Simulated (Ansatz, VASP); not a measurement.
# Two plane-wave programs on Sc

```
Sc
1.0
    -2.00168    1.96521    1.81529
     1.91710   -1.89426    1.64167
     1.93748    1.83005   -1.73609
Sc
1
Direct
  0.00306 0.00531 0.99425
```

Change from the starting cell: cell strained at random at fixed volume.

Alike in both runs: task single point; functional PBE; k mesh 10 × 10 × 10; occupations fermi-dirac, width 0.05 eV; no spin polarisation.

|  | VASP | Ansatz |
| --- | --- | --- |
| version | VASP 6.6.1 | Ansatz 0.2.0 |
| potentials or method | VASP PAW PBE potentials, release 64 (Sc_sv) | Ansatz PAW |
| plane-wave cutoff (eV) | 520 | 420 |
| valence electrons in the cell | 11 | 11 |

|  | VASP | Ansatz | Ansatz less VASP |
| --- | --- | --- | --- |
| gap on the k mesh at the Fermi level (eV) | none | none | - |
| pressure (GPa) | -0.8 | -0.8 | -0.03 |
| largest component of the traceless stress (GPa) | 1.38 | 1.38 | -0.005 |

A gap of «none» marks a metal or a gap that the smearing closes.
